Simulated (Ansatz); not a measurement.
## PbSe2: competing structures

These are results of Ansatz 0.2.0, DFT r2SCAN, scalar-relativistic, plane waves, PAW, not measurements. All cells share a 500 eV cutoff and Γ-centred k meshes spaced at most 0.3 Å⁻¹ (0.19 for metals, 2π included).

All energies are static (0 K, no zero-point motion). The comparison covers the computed candidates alone. Weakly bound directions are ill-defined at this level, which has no dispersion term (PbSe2 I4/mmm). Spin–orbit coupling is left out. No run is spin-polarised.

```json
{"#": "1", "started from": "database cell", "space group": "I4/mcm (No. 140)", "atoms": "6", "V (Å³/atom)": "27.3", "ΔE (meV/atom)": "0", "gap on mesh (eV)": "0.09"}
{"#": "2", "started from": "MoSi2 (C11b) type", "space group": "I4/mmm (No. 139)", "atoms": "3", "V (Å³/atom)": "29.8", "ΔE (meV/atom)": "131", "gap on mesh (eV)": "0.44"}
```

The lowest structure: Space group I4/mcm (No. 140), tetragonal, a = 6.477 Å, c = 7.804 Å. Pb is coordinated by 8 Se at 3.20 Å; around Se lie 1 Se at 2.38 Å. Its energy against the elements is -0.406 eV/atom. Formation energies are uncorrected and refer to the lowest elemental structures computed at the same level.

```xyz
6
Lattice="-3.2386 3.2386 3.9022 3.2386 -3.2386 3.9022 3.2386 3.2386 -3.9022" Properties=species:S:1:pos:R:3 pbc="T T T"
Pb    0.0000    0.0000    1.9511
Pb    0.0000    0.0000    5.8533
Se    0.8409    4.0795    0.0000
Se    2.3978   -0.8409    3.9022
Se    0.8409    2.3978    3.9022
Se    2.3978    0.8409    0.0000
```

The second: Space group I4/mmm (No. 139), tetragonal, a = 4.145 Å, c = 10.409 Å. Pb has 8 Se at 3.17 Å, 2 Se at 4.00 Å and 4 Pb at 4.15 Å; Se has 1 Se at 2.42 Å.